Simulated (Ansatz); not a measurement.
Convergence test, AlNi₃

These are results of DFT PBEsol, scalar-relativistic, plane waves, PAW (Ansatz 0.2.0), not measurements.

```cif
data_structure
_symmetry_space_group_name_H-M 'P 1'
_symmetry_Int_Tables_number 1
_cell_length_a 3.9670
_cell_length_b 3.9655
_cell_length_c 3.9806
_cell_angle_alpha 59.993
_cell_angle_beta 59.812
_cell_angle_gamma 59.856
_cell_volume 44.16
loop_
_atom_site_label
_atom_site_type_symbol
_atom_site_fract_x
_atom_site_fract_y
_atom_site_fract_z
_atom_site_occupancy
Al1 Al 0.51799 0.47545 0.48120 1
Ni1 Ni 0.23471 0.21297 0.23590 1
Ni2 Ni 0.05270 0.96234 0.03015 1
Ni3 Ni 0.77290 0.72066 0.80167 1
```

| Quantity | Value |
| --- | --- |
| Γ-centred k-mesh | 10×10×10 |
| occupation rule | Gaussian smearing, 0.1 eV |
| spin treatment | unpolarised |
| valence charge of the PAW sets | Al 3, Ni 18 |

The atoms are held and the plane-wave cutoff is swept. Energies are extrapolated to zero smearing and count from the reference run, 600 eV. The cell was strained and its atoms displaced at random, so that forces don't vanish. Pressure is positive in compression and holds a correction for the finite cutoff (Pulay stress).

Times are rough; the reference took 97 s on 1 thread of Intel(R) Xeon(R) Processor @ 2.70GHz, with other jobs on the host, peak memory 1.1 GiB.

Task: One run gave ΔE = 11422 meV/atom and P = 7.58 GPa. Which plane-wave cutoff did it use, of 200, 250, 300, 350, 420?

Result: 200 eV. All runs:

```tsv
cutoff (eV)	ΔE (meV/atom)	P (GPa)	largest change of a force component (eV/Å)	plane waves at Γ	wall time (s)
200	11422	7.58	1.259	283	26
250	1858	10.89	0.216	411	31
300	238	9.57	0.073	531	34
350	17.8	8.24	0.012	645	40
420	1.47	8.03	0.001	881	56
600	0.00	8.01	0.000	1459	97
```

9 further runs of this set didn't finish or converge.